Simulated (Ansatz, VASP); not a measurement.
# ZrSi2 in VASP and in Ansatz

```
Zr Si
1.0
     1.86102   -7.28932    0.00000
     1.86102    7.28932    0.00000
     0.00000    0.00000    3.70901
Zr Si
2 4
Direct
  0.60457 0.39543 0.75000
  0.39543 0.60457 0.25000
  0.94610 0.05390 0.75000
  0.05390 0.94610 0.25000
  0.24967 0.75033 0.75000
  0.75033 0.24967 0.25000
```

Change from the starting cell: species swapped into the YbBi2 type (Cmcm, No. 63).

Alike in both runs: functional PBE; k mesh 4 × 4 × 4; occupations gaussian, width 0.2 eV; no spin polarisation.

Ansatz relaxed the structure, and its values are those at the end. VASP's run is a single point on that final structure, the one shown.

|  | VASP | Ansatz |
| --- | --- | --- |
| version | VASP 6.6.1 | Ansatz 0.2.0 |
| potentials or method | VASP PAW PBE potentials, release 64 (Zr_sv, Si) | scalar-relativistic, plane waves, PAW |
| plane-wave cutoff (eV) | 520 | 420 |
| valence electrons in the cell | 40 | 40 |

Ansatz gave:

* gap on the k mesh at the Fermi level (eV): none
* pressure (GPa): 0.0
* rms of the force components (eV/Å): 0.009

Q: Which values does VASP return?

A: gap on the k mesh at the Fermi level (eV): none; pressure (GPa): 0.0; rms of the force components (eV/Å): 0.012.

A gap of «none» marks a metal or a gap that the smearing closes. The functional is the same, so the differences come from potentials, cutoffs and numerics.

Caveats: the k mesh is coarse (spacing up to 0.44 Å⁻¹), so the values aren't converged.
